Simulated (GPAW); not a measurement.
GaN:

```xyz
4
Lattice="3.1800 0.0000 0.0000 -1.5900 2.7540 0.0000 0.0000 0.0000 5.1660" Properties=species:S:1:pos:R:3 pbc="T T T"
Ga    1.5900    0.9180    2.5830
Ga    0.0000    1.8360    0.0000
N     1.5900    0.9180    4.5203
N     0.0000    1.8360    1.9373
```

```yaml
Program: GPAW 26.7.0
Task: relaxation of cell and atoms
Functional: r2SCAN
Potentials_or_basis: GPAW PAW data sets (gpaw-data 1.2.1)
Cutoff: 800 eV
Basis: pw
k_mesh: 7 × 7 × 4
Occupations: fermi-dirac, width 0.05 eV
Spin: no spin polarisation
```

At the start: pressure 7.2 GPa; volume 11.31 Å³/atom.

Task: How do energy, volume and symmetry change on relaxing?

Result: Over 6 steps the energy falls by 9.6 meV/atom and the volume is 11.67 Å³/atom (+3.2 %); space group P6_3mc (No. 186, to 0.05 Å).

Step by step:
```
step  energy change (eV)  largest force (eV/Å)  pressure (GPa)  volume (Å³)
   1              0.0000                0.1845            7.20        45.24
   2             -0.0126                0.0884            5.86        45.49
   3             -0.0358                0.1094            1.18        46.42
   4             -0.0376                0.0834            0.37        46.59
   5             -0.0384                0.0269           -0.08        46.69
   6             -0.0384                0.0064           -0.04        46.68
```

Final structure:
```xyz
4
Lattice="3.2123 0.0000 0.0000 -1.6062 2.7820 0.0000 0.0000 0.0000 5.2235" Properties=species:S:1:pos:R:3 pbc="T T T"
Ga    1.6062    0.9273    2.6059
Ga    0.0000    1.8546   -0.0058
N     1.6062    0.9273    4.5753
N     0.0000    1.8546    1.9634
```

Caveat: the data sets keep Ga 3d, Li 1s and Be 1s frozen, and some such compounds lay over 1.5 % in volume off other programs; later steps reuse the first step's grids; the PAW data sets were made with another functional, which shifts forces and pressure a little.
